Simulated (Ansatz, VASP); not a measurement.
Sb: VASP beside Ansatz

```
Sb
1.0
     2.16161    1.24801    3.67967
    -2.16161    1.24801    3.67967
     0.00000   -2.49601    3.67967
Sb
2
Direct
  0.23615 0.23615 0.23615
  0.76385 0.76385 0.76385
```

Alike in both runs: functional PBE; dispersion D3(BJ); k mesh 12 × 12 × 12; occupations gaussian, width 0.1 eV; no spin polarisation.

Ansatz relaxed the structure, and its values are those at the end. VASP's run is a single point on that final structure, the one shown.

|  | VASP | Ansatz |
| --- | --- | --- |
| version | VASP 6.6.1 | Ansatz 0.2.0 |
| potentials or method | VASP PAW PBE potentials, release 64 (Sb) | scalar-relativistic, plane waves, PAW |
| plane-wave cutoff (eV) | 520 | 420 |
| valence electrons in the cell | 10 | 30 |

Ansatz gave:

```
gap on the k mesh at the Fermi level (eV) : none
pressure (GPa)                            : 0.0
rms of the force components (eV/Å)        : 0.003
```

Q: What did VASP give for the same quantities?

A: gap on the k mesh at the Fermi level (eV): none; pressure (GPa): 0.1; rms of the force components (eV/Å): 0.025.

A gap of «none» marks a metal or a gap that the smearing closes. The two sets of potentials don't hold the same shells in valence.

Caveats: pairwise dispersion overbinds metals, which lowers pressure and volume. The runs have no spin-orbit coupling, so splittings on Sb are missing.
